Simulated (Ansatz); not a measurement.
# S: the cost of one run

Method: DFT PBEsol, scalar-relativistic, plane waves, PAW, in Ansatz 0.2.0.

## Step 1: The system as given

Symmetry: Cmce, No. 64, orthorhombic system. The conventional cell has a = 5.162 Å, b = 8.749 Å, c = 5.169 Å, α = 90.00°, β = 90.00°, γ = 90.00°. S (site symmetry m) is surrounded by 7 S at 2.79 to 3.20 Å.

Coordinates:

```cif
data_structure
_symmetry_space_group_name_H-M 'P 1'
_symmetry_Int_Tables_number 1
_cell_length_a 5.0793
_cell_length_b 5.0793
_cell_length_c 5.1692
_cell_angle_alpha 90.000
_cell_angle_beta 90.000
_cell_angle_gamma 118.916
_cell_volume 116.74
loop_
_atom_site_label
_atom_site_type_symbol
_atom_site_fract_x
_atom_site_fract_y
_atom_site_fract_z
_atom_site_occupancy
S1 S 0.15250 0.84750 0.07850 1
S2 S 0.65250 0.34750 0.42150 1
S3 S 0.84750 0.15250 0.92150 1
S4 S 0.34750 0.65250 0.57850 1
```

This is candidate A: alpha-gallium type (Cmce, No. 64).

(A quick probe on a coarse mesh, which set the mesh and smearing, is not shown.)

## Step 3: Rough relaxation on the coarse mesh (candidate A)

Contents of input.yaml:

```yaml
crystal:
  lattice:
    - [2.5811687312, -4.374602327, 0.0]
    - [2.5811687312, 4.374602327, 0.0]
    - [0.0, 0.0, 5.1692042514]
  atoms:
    - { symbol: S, position: [0.1525, 0.8475, 0.0785] }
    - { symbol: S, position: [0.6525, 0.3475, 0.4215] }
    - { symbol: S, position: [0.8475, 0.1525, 0.9215] }
    - { symbol: S, position: [0.3475, 0.6525, 0.5785] }
basis:
  ecutwfc: 420
kpoints:
  mp_grid: { grid: [4, 4, 4] }
hamiltonian:
  xc: pbesol
scf:
  occupations: { method: gaussian, width: 0.1 }
  lower_state_search: "off"
output:
  forces: true
  stress: true
  eigenvalues: true
relax:
  adjacent_minimum: "off"
  f_tol: 0.04
  max_steps: 70
  cell: { stress_tol: 0.4 }
```

Q: Estimate wall time and peak memory on 1 thread of an Arm CPU, shared host.

About 33 s, with a peak of 0.34 GiB.
